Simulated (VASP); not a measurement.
## ZrO2: relaxation of cell and atoms with LDA

The system is ZrO2.

```xyz
3
Lattice="0.0000 2.5350 2.5350 2.5350 0.0000 2.5350 2.5350 2.5350 0.0000" Properties=species:S:1:pos:R:3 pbc="T T T"
Zr    0.0000    0.0000    0.0000
O     1.2675    1.2675    1.2675
O     3.8025    3.8025    3.8025
```

The cell was built by a generator and needn't be a form met in nature.

```
Program                : VASP 6.6.1
Task                   : relaxation of cell and atoms
Functional             : LDA
Potentials or basis    : VASP PAW LDA potentials, release 64 (Zr_sv, O)
Cutoff                 : 600 eV
k mesh                 : 10 × 10 × 10
Occupations            : gaussian, width 0.02 eV
Spin                   : no spin polarisation
Further INCAR settings : ALGO = Fast; EDIFF = 1e-07; IBRION = 2; EDIFFG = -0.005; NSW = 40; ISIF = 3
```

```yaml
Relaxed_volume: 10.61 Å³/atom
Relaxed_cell: a = 3.557 Å, b = 3.557 Å, c = 3.557 Å, α = 60.00°, β = 60.00°, γ = 60.00°
Space_group_after_relaxing_to_0.05_Å: Fm-3m (No. 225)
Energy_gained_by_relaxing: 5.0 meV/atom
Ionic_steps: 3
Pressure_after_relaxing: -0.1 GPa
Band_gap_on_the_k_mesh: 3.32 eV, indirect (least direct gap 3.78 eV)
```

The path:
```csv
step,energy change (eV),largest force (eV/Å),pressure (GPa),volume (Å³)
1,0.0000,0.0000,-6.14,32.58
2,0.0225,0.0000,10.79,30.66
3,-0.0150,0.0000,-0.06,31.82
```

Final structure:
```
Zr O
1.0
     0.00000    2.51508    2.51508
     2.51508    0.00000    2.51508
     2.51508    2.51508    0.00000
Zr O
1 2
Direct
  0.00000 0.00000 0.00000
  0.25000 0.25000 0.25000
  0.75000 0.75000 0.75000
```

Levels at points of the mesh, in eV from the valence-band top:
```
           k point  band 8  band 9  band 10  band 11  band 12  band 13  band 14  band 15  band 16
(0.00, 0.00, 0.00)   -5.50   -5.50    -0.55    -0.55    -0.55     3.32     3.32     6.69     9.83
(0.50, 0.00, 0.00)   -4.45   -2.63    -2.53    -1.68    -1.68     4.03     4.03     6.45     8.86
(0.50, 0.50, 0.00)   -3.23   -3.23    -1.57    -1.57     0.00     3.78     4.84     6.19     7.59
```

It took 3 min on 1 thread of Intel(R) Xeon(R) Platinum 8488C (Sapphire Rapids), with other jobs on the host, peak memory 0.17 GiB.

A k mesh can miss the band edges. As with any semilocal functional, this LDA gap is likely too small.
